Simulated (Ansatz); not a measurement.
The system is TiSi.

```xyz
2
Lattice="1.8162 -2.1176 0.0000 1.8162 2.1176 0.0000 0.0000 0.0000 3.8039" Properties=species:S:1:pos:R:3 pbc="T T T"
Ti    1.8162    0.0000    0.0000
Si    0.0000    0.0000    1.9020
```

The cell comes from a database or a generator and needn't be the stable form of this composition.

Base run:

```yaml
Program: Ansatz 0.2.0
Functional: PBEsol
Potentials_or_basis: Ansatz PAW
Cutoff: "420 eV (not typed: the program's choice for these potentials)"
k_mesh: 10 × 10 × 7
Occupations: fermi-dirac, width 0.05 eV
Spin: no spin polarisation
Hubbard_terms: Ti d U = 5 eV
```

Its results: band gap on the k mesh none (metal or under the smearing width); pressure 5.2 GPa.

The run is repeated on the same cell with these changes: hubbard terms from Ti d U = 5 eV to Ti d U = 6 eV. What comes out?

Band gap on the k mesh none (metal or under the smearing width); pressure 8.5 GPa.

Caveats: U without spin polarisation on a metal has little footing; the PAW data sets come from PBE, with cores solved anew for the run's functional, which leaves a small shift of forces and pressure; the U is typed as a test and isn't derived for this compound.
